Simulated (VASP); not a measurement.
Input of a VASP 6.6.1 run:

The input POSCAR:

```
ZnO
1.0
    3.2493080000      0.0000000000      0.0000000000
   -1.6246540000      2.8139832727      0.0000000000
    0.0000000000      0.0000000000      5.2057090000
Zn O
2 2
Direct
    0.6666666667      0.3333333333      0.0000000000
    0.3333333333      0.6666666667      0.5000000000
    0.3333333333      0.6666666667      0.8790100000
    0.6666666667      0.3333333333      0.3790100000
```

INCAR.step1

```
PREC = Accurate
ENCUT = 600
EDIFF = 1E-8
ISMEAR = -1
SIGMA = 0.05
LREAL = False
LASPH = True
NELM = 100
ALGO = Normal
ISIF = 3
LWAVE = False
LCHARG = False
GGA = PS
IBRION = 2
NSW = 40
EDIFFG = -0.002
```

Contents of INCAR.step2:

```
PREC = Accurate
ENCUT = 600
EDIFF = 1E-8
ISMEAR = -1
SIGMA = 0.05
LREAL = False
LASPH = True
NELM = 100
ALGO = Normal
ISIF = 2
LWAVE = False
LCHARG = False
GGA = PS
IBRION = 8
NSW = 1
```

KPOINTS

```
Automatic mesh
0
Gamma
  7 7 4
```

Potentials or basis: VASP PAW PBE potentials, release 64 (Zn, O).

Launch:

```bash
$ cat potpaw_PBE.64/Zn/POTCAR potpaw_PBE.64/O/POTCAR > POTCAR
$ cp INCAR.step1 INCAR
$ mpirun -np 1 vasp_std > vasp.out
$ cp CONTCAR POSCAR
$ cp INCAR.step2 INCAR
$ mpirun -np 1 vasp_std > vasp.out
```

(1) Estimate the highest phonon frequency at Γ, LO-TO splitting left out.

(2) Estimate the relaxed volume.

(3) Predict the relaxed cell.

(4) What does it give for the space group after relaxing (to 0.05 Å)?

Results:

(1) 532 cm⁻¹.

(2) 11.84 Å³/atom.

(3) a = 3.236 Å, b = 3.236 Å, c = 5.224 Å, α = 90.00°, β = 90.00°, γ = 120.00°.

(4) P6_3mc (No. 186).

Caveat: the PAW data sets were made with another functional, which shifts forces and pressure a little.
